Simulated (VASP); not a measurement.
Crystal: Ag2O.

```
CELL_PARAMETERS angstrom
4.71800 0.00000 0.00000
0.00000 4.71800 0.00000
0.00000 0.00000 4.71800
ATOMIC_POSITIONS crystal
Ag 0.75000 0.25000 0.75000
Ag 0.75000 0.75000 0.25000
Ag 0.25000 0.75000 0.75000
Ag 0.25000 0.25000 0.25000
O 0.50000 0.50000 0.50000
O 0.00000 0.00000 0.00000
```

```yaml
Program: VASP 6.6.1
Task: relaxation of cell and atoms
Functional: BLYP
Potentials_or_basis: VASP PAW PBE potentials, release 64 (Ag, O)
Cutoff: 600 eV
k_mesh: 5 × 5 × 5
Occupations: fermi-dirac, width 0.05 eV
Spin: no spin polarisation
```

At the start: pressure 9.6 GPa; volume 17.50 Å³/atom.

Q: How do energy, volume and symmetry change on relaxing?

A: Over 3 steps the energy falls by 57.9 meV/atom and the volume is 19.67 Å³/atom (+12.4 %); space group Pn-3m (No. 224, to 0.05 Å).

The path:
```
step  energy change (eV)  largest force (eV/Å)  pressure (GPa)  volume (Å³)
   1              0.0000                0.0000            9.59       105.02
   2             -0.3275                0.0000           -1.70       121.76
   3             -0.3475                0.0000            0.04       118.01
```

Final structure:
```
Ag O
1.0
     4.90506    0.00000    0.00000
     0.00000    4.90506    0.00000
     0.00000    0.00000    4.90506
Ag O
4 2
Cartesian
  3.6788 1.2263 3.6788
  3.6788 3.6788 1.2263
  1.2263 3.6788 3.6788
  1.2263 1.2263 1.2263
  2.4525 2.4525 2.4525
  0.0000 0.0000 0.0000
```

Caveat: the PAW data sets were made with another functional, which shifts forces and pressure a little.
